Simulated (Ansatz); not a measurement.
# Ge (Fd-3m) in Ansatz: further runs

One crystal, Ge, is run at these levels: PBE; tasks: single point.

Program: Ansatz 0.2.0. These are calculated values, not measurements. Logs are shortened: lines on timing, memory, paths and dates and some standing lists are left out, and cuts for length are marked.

**Measured values to compare with.**

From “Temperature-dependent photoluminescence in Ge: experiment and theory”, 2020, arxiv:2003.00143, for a bulk crystal of Ge at 0 K: band gap 0.744 eV (indirect).

The runs below are set against these values where they give the same quantity.

## Step 1: The crystal as given

Symmetry: Fd-3m, No. 227, cubic system. Conventional cell: a = 5.658 Å, b = 5.658 Å, c = 5.658 Å, α = 90.00°, β = 90.00°, γ = 90.00°. Around Ge (site symmetry -43m) lie 4 Ge at 2.45 Å.

## Step 2: Single point, PBE

Input file input.yaml:

```yaml
crystal:
  lattice:
    - [0.0, 2.82891, 2.82891]
    - [2.82891, 0.0, 2.82891]
    - [2.82891, 2.82891, 0.0]
  atoms:
    - { symbol: Ge, position: [0.75, 0.75, 0.75] }
    - { symbol: Ge, position: [0.5, 0.5, 0.5] }
kpoints:
  mp_grid: { grid: [8, 8, 8] }
scf:
  occupations: { method: gaussian, width: 0.015 }
hamiltonian:
  xc: pbe
  pseudopotentials: { kind: all_electron, lapw: { basis_error: 0.001 } }
output:
  forces: true
  stress: true
  eigenvalues: true
```

Potentials or basis: all-electron LAPW, scalar-relativistic.

On the command line:

```console
> ansatz run input.yaml --threads 1 --pin off --max-ram 3072MiB --backend cpu --events-out ev --progress --plain --runs-dir out
```

Standard output:

```text
Warning: RAYON_NUM_THREADS=1 ignored (pool sized by the plan → 1); use --threads N
LAPW: plane waves up to 9.112 Å⁻¹, error target 1.0e-3 eV per atom; small_component_spin mean_spin; Ge in spheres of 1.225 Å, 22 of its electrons in bands, Dirac shells [] (how accurate: hamiltonian.pseudopotentials.lapw.basis_error, Limitations)
Engine: ansatz 0.2.0, x86_64-unknown-linux-gnu
Pseudopotentials: kind: all_electron
Pseudopotential: Ge, LAPW, valence charge 22, lapw/all_electron/scalar/gaussian/Ge, Koelling and Harmon's equation, gaussian nucleus
Functional definition: PBE
  parameter kappa = 0.804
  parameter beta = 0.06672455060314922
  exchange = pbe_x(kappa = kappa, mu = beta*pi^2/3)
  correlation = pbe_c(beta = beta)
Crystal: 2 atoms, lattice volume = 45.278 Å³
Basis set: ecut = 316.3151111662858 eV, 561 PW (Γ), exchange–correlation at level 2
Bands: 27, of which v1, the nominal top of the filled ones, is band 22 counted from 1 (21 counted from 0)
Symmetry: 48 space group operations
Space group: Fd-3m (ITA 227), of the structure as read, at distance tolerance 3.6e-5 Å
k-points: 29 of 512
Non-local potential: Ge, projectors of the file, none
Initial density: superposition of atomic densities (chi_scale 0.1, normalization cell)
Initial wavefunctions: plane waves of lowest kinetic energy (no species holds an atomic orbital)
Functional: x = pbe(κ = 0.804, μ = 0.2195149727645171), c = pbe(β = 0.06672455060314922)
iter 1 solved again at ethr=9.87e-4 eV; its pass at ethr=1.00e-1 eV (dr2=4.34e-1 eV) is discarded
SCF iter   1: F=—  HF=-114232.656388 eV  |F-HF|=—  |Δ(HF+E_count)|=         —  Δρ=2.92e-2  dr2=4.36e-1  ethr=9.87e-4  ⟨swp⟩=2.1  Hψ=4817  notcnv=0
preconditioner: auto → none  [insulator: Δε(μ)=0.022 eV  Ē_g=24.292 eV  σ=0.015 eV  W_gap=0.66  n_scr=14 (ndim 8)  ℏωp=29.2 eV  f_vac=0.087  D(μ)=0.29/eV (n_scr^D=0)  ε∞_Penn≈2.4]
SCF iter   2: F=—  HF=-114232.588046 eV  |F-HF|=—  |Δ(HF+E_count)|=   6.83e-2  Δρ=1.32e-2  dr2=8.37e-2  ethr=9.87e-4  ⟨swp⟩=2.0  Hψ=2320  notcnv=0
iter 3 solved again at ethr=6.69e-7 eV; its pass at ethr=1.90e-4 eV (dr2=2.94e-4 eV) is discarded
SCF iter   3: F=—  HF=-114232.583064 eV  |F-HF|=—  |Δ(HF+E_count)|=   4.98e-3  Δρ=1.12e-3  dr2=2.96e-4  ethr=6.69e-7  ⟨swp⟩=2.7  Hψ=3987  notcnv=0
SCF iter   4: F=—  HF=-114232.579038 eV  |F-HF|=—  |Δ(HF+E_count)|=         —  Δρ=4.61e-4  dr2=5.66e-5  ethr=6.69e-7  ⟨swp⟩=3.0  Hψ=2439  notcnv=0
the basis was enlarged: its passes take 114.8 KiB over the memory plan, 1 of 1 planned eigensolver slots
SCF iter   5: F=—  HF=-114232.579127 eV  |F-HF|=—  |Δ(HF+E_count)|=   8.86e-5  Δρ=8.11e-5  dr2=1.99e-6  ethr=1.29e-7  ⟨swp⟩=3.0  Hψ=2321  notcnv=0
SCF iter   6: F=-114232.579133 eV  HF=-114232.579133 eV  |F-HF|=6.35e-8  |Δ(HF+E_count)|=   5.72e-6  Δρ=8.54e-6  dr2=2.75e-8  ethr=4.52e-9  ⟨swp⟩=3.0  Hψ=2293  notcnv=0
SCF 1 converged in 6 iterations: F = -114232.579133 eV  dr2 = 2.75e-8
SCF converged after 6 iterations
Free energy (F): -114232.579133 eV
Harris-Foulkes:  -114232.579133 eV  (|F-HF|=6.35e-8)
Internal energy: -114232.579119 eV  (E = F + TS)
E sigma→0 (E₀):  -114232.579126 eV
Entropy (-TS):   -0.000013 eV (-0.007 meV/atom)
Fermi energy:    10.007742 eV
--- Per-component energies (eV) ---
  E_band       = -2085.241352
  E_kinetic    = 116630.343176
  E_xc         = -4340.946996
  E_electrostatic = -226521.975299  (all electrons and nuclei)
  E_smearing   = -0.000013  (= −TS)
  E_closure    = 0.000000  (closes the sum)
  E_atoms      = -114223.599835  (free atoms, spherical and without spin; not in F)
  Σ components = -114232.579133   (vs F -114232.579133, Δ=0.00e0)
  Basis errors (estimates in eV, not in F): energy 4.4e-4 per atom: plane waves 3.9e-4 (2.3e-4 summed), levels above the bands 0.0e0, relativity 3.2e-8, radial functions 4.5e-5, core shells 2.1e-11; eigenvalues (radial functions only) 4.2e-7; not estimated: angular momenta, meshes, grids; target (lapw.basis_error) 1.0e-3; muffin-tin radii Ge 1.225 Å
--- Forces (eV/Å), atoms counted from 1 ---
  atom   1  Ge     0.00000000     0.00000000     0.00000000
  atom   2  Ge    -0.00000000     0.00000000     0.00000000
  max |Σ_I F_I| component: 2.31e-18 eV/Å
--- Stress (GPa, compression-positive) ---
        3.557320       0.000000      -0.000000
        0.000000       3.557320       0.000000
       -0.000000       0.000000       3.557320
  P = ⅓ Tr σ = 3.5573 GPa (35.573 kbar)
--- Band table (eV; the first three rows and the last of 29) ---
  k-point 0: bands = ["-153.7914", "-153.7891", "-100.9236", "-100.9236", "-100.9236", "-100.9149", "-100.9149", "-100.9149", "-14.8252", "-14.8252", "-14.8252", "-14.7901", "-14.7901", "-14.5781", "-14.5781", "-14.5781", "-14.5658", "-14.5658", "-2.7845", "9.9870", "9.9870", "9.9870", "10.0229", "12.5381", "12.5381", "12.5381", "16.4143"]
  k-point 1: bands = ["-153.7914", "-153.7892", "-100.9236", "-100.9236", "-100.9234", "-100.9150", "-100.9148", "-100.9148", "-14.8334", "-14.8334", "-14.8227", "-14.7786", "-14.7786", "-14.5905", "-14.5905", "-14.5810", "-14.5551", "-14.5551", "-2.5942", "7.6339", "9.6521", "9.6521", "11.0286", "12.9863", "12.9863", "13.4758", "17.3421"]
  k-point 2: bands = ["-153.7912", "-153.7893", "-100.9238", "-100.9238", "-100.9231", "-100.9154", "-100.9146", "-100.9146", "-14.8435", "-14.8435", "-14.8166", "-14.7614", "-14.7614", "-14.6045", "-14.6045", "-14.5883", "-14.5446", "-14.5446", "-2.0421", "5.2719", "9.1049", "9.1049", "10.6606", "13.6174", "13.6174", "15.6231", "18.0115"]
  k-point 28: bands = ["-153.7903", "-153.7903", "-100.9246", "-100.9246", "-100.9192", "-100.9192", "-100.9138", "-100.9138", "-14.8730", "-14.8730", "-14.7314", "-14.7314", "-14.6829", "-14.6829", "-14.6505", "-14.6505", "-14.5115", "-14.5115", "1.2000", "1.2000", "6.0853", "6.0853", "14.3118", "14.3118", "14.7020", "14.7020", "21.0045"]
```

Wall time 5.1 s (1 thread of AMD EPYC 9R14 (Zen 4), shared host); peak memory 0.33 GiB.

What came out:

* Free energy: -114232.5791 eV
* Pressure: 3.6 GPa
* Band gap on the k mesh: 0.04 eV, direct

## Step 3: Single point, PBE

input.yaml: that of step 2 with these lines changed.

```diff
@@ -11,3 +11,3 @@
 scf:
-  occupations: { method: gaussian, width: 0.015 }
+  occupations: { method: gaussian, width: 0.028 }
 hamiltonian:
```

Potentials or basis: all-electron LAPW, scalar-relativistic.

On the command line:

```console
> ansatz run input.yaml --threads 1 --pin off --max-ram 3072MiB --backend cpu --events-out ev --progress --plain --runs-dir out
```

Standard output:

```text
Warning: RAYON_NUM_THREADS=1 ignored (pool sized by the plan → 1); use --threads N
LAPW: plane waves up to 9.112 Å⁻¹, error target 1.0e-3 eV per atom; small_component_spin mean_spin; Ge in spheres of 1.225 Å, 22 of its electrons in bands, Dirac shells [] (how accurate: hamiltonian.pseudopotentials.lapw.basis_error, Limitations)
[... 8 set-up lines as earlier in the session ...]
Crystal: 2 atoms, lattice volume = 45.278 Å³
Basis set: ecut = 316.3151111662858 eV, 561 PW (Γ), exchange–correlation at level 2
Bands: 27, of which v1, the nominal top of the filled ones, is band 22 counted from 1 (21 counted from 0)
[... 2 set-up lines as earlier in the session ...]
k-points: 29 of 512
[... 1 set-up line as earlier in the session ...]
[... 20 lines left out ...]
E sigma→0 (E₀):  -114232.579122 eV
Entropy (-TS):   -0.000067 eV (-0.034 meV/atom)
Fermi energy:    10.012644 eV
--- Per-component energies (eV) ---
  E_band       = -2085.217014
  E_kinetic    = 116630.372223
  E_xc         = -4340.948066
  E_electrostatic = -226522.003245  (all electrons and nuclei)
  E_smearing   = -0.000067  (= −TS)
  E_closure    = 0.000000  (closes the sum)
  E_atoms      = -114223.599835  (free atoms, spherical and without spin; not in F)
  Σ components = -114232.579156   (vs F -114232.579156, Δ=0.00e0)
  Basis errors (estimates in eV, not in F): energy 4.4e-4 per atom: plane waves 3.9e-4 (2.3e-4 summed), levels above the bands 0.0e0, relativity 3.2e-8, radial functions 4.5e-5, core shells 2.1e-11; eigenvalues (radial functions only) 4.2e-7; not estimated: angular momenta, meshes, grids; target (lapw.basis_error) 1.0e-3; muffin-tin radii Ge 1.225 Å
--- Forces (eV/Å), atoms counted from 1 ---
  atom   1  Ge    -0.00000000     0.00000000    -0.00000000
  atom   2  Ge    -0.00000000     0.00000000    -0.00000000
  max |Σ_I F_I| component: 1.45e-18 eV/Å
--- Stress (GPa, compression-positive) ---
        3.585127      -0.000000      -0.000000
       -0.000000       3.585127       0.000000
       -0.000000       0.000000       3.585127
  P = ⅓ Tr σ = 3.5851 GPa (35.851 kbar)
--- Band table (eV; the first three rows and the last of 29) ---
  k-point 0: bands = ["-153.7908", "-153.7884", "-100.9229", "-100.9229", "-100.9229", "-100.9142", "-100.9142", "-100.9142", "-14.8246", "-14.8246", "-14.8246", "-14.7894", "-14.7894", "-14.5775", "-14.5775", "-14.5775", "-14.5651", "-14.5651", "-2.7843", "9.9872", "9.9872", "9.9872", "10.0231", "12.5382", "12.5382", "12.5382", "16.4148"]
  k-point 1: bands = ["-153.7907", "-153.7885", "-100.9230", "-100.9230", "-100.9227", "-100.9144", "-100.9141", "-100.9141", "-14.8328", "-14.8328", "-14.8221", "-14.7780", "-14.7780", "-14.5899", "-14.5899", "-14.5804", "-14.5545", "-14.5545", "-2.5940", "7.6341", "9.6522", "9.6522", "11.0288", "12.9864", "12.9864", "13.4760", "17.3425"]
  k-point 2: bands = ["-153.7905", "-153.7887", "-100.9232", "-100.9232", "-100.9224", "-100.9147", "-100.9139", "-100.9139", "-14.8429", "-14.8429", "-14.8159", "-14.7607", "-14.7607", "-14.6039", "-14.6039", "-14.5877", "-14.5440", "-14.5440", "-2.0419", "5.2720", "9.1050", "9.1050", "10.6608", "13.6174", "13.6174", "15.6233", "18.0118"]
  k-point 28: bands = ["-153.7896", "-153.7896", "-100.9240", "-100.9240", "-100.9186", "-100.9186", "-100.9131", "-100.9131", "-14.8724", "-14.8724", "-14.7308", "-14.7308", "-14.6822", "-14.6822", "-14.6499", "-14.6499", "-14.5108", "-14.5108", "1.2002", "1.2002", "6.0854", "6.0854", "14.3119", "14.3119", "14.7022", "14.7022", "21.0047"]
```

It took 4.5 s on 1 thread of AMD EPYC 9R14 (Zen 4), shared host; peak memory 0.33 GiB.

What came out:

```yaml
Free_energy: -114232.5792 eV
Pressure: 3.6 GPa
Band_gap_on_the_k_mesh: 0.04 eV, direct
```

Levels at points of the mesh, in eV from the valence-band top:
| k point | band 18 | band 19 | band 20 | band 21 | band 22 | band 23 | band 24 | band 25 | band 26 | band 27 |
| --- | --- | --- | --- | --- | --- | --- | --- | --- | --- | --- |
| (0.00, 0.00, 0.00) | -24.55 | -12.77 | 0.00 | 0.00 | 0.00 | 0.04 | 2.55 | 2.55 | 2.55 | 6.43 |
| (0.00, 0.00, -0.50) | -24.52 | -10.68 | -7.60 | -1.40 | -1.40 | 0.18 | 3.74 | 3.74 | 7.13 | 10.56 |
| (0.00, -0.50, -0.50) | -24.51 | -8.88 | -8.88 | -3.07 | -3.07 | 0.75 | 0.75 | 9.51 | 9.51 | 11.61 |

## Step 4: Against experiment

Step 2. Measured gap of Ge: 0.744 eV (indirect; 0 K; “Temperature-dependent photoluminescence in Ge: experiment and theory”, 2020, arxiv:2003.00143). This calculation gives 0.04 eV (-0.71 eV). 3 values of this kind are on record (0.666 to 0.807 eV); this one was drawn at random among those near their median. Spin-orbit coupling on Ge is left out. The value is that of PBE on a finite k mesh, which can miss the band edges, without temperature or zero-point motion. Semilocal functionals fall short of measured gaps as a rule.

Step 3. A measured gap of Ge is 0.744 eV (indirect; 0 K; “Temperature-dependent photoluminescence in Ge: experiment and theory”, 2020, arxiv:2003.00143); the calculated 0.04 eV misses it by -0.71 eV. 3 values of this kind are on record (0.666 to 0.807 eV); this one was drawn at random among those near their median. Spin-orbit coupling on Ge is left out. The value is that of PBE on a finite k mesh, which can miss the band edges, without temperature or zero-point motion. Semilocal functionals fall short of measured gaps as a rule.
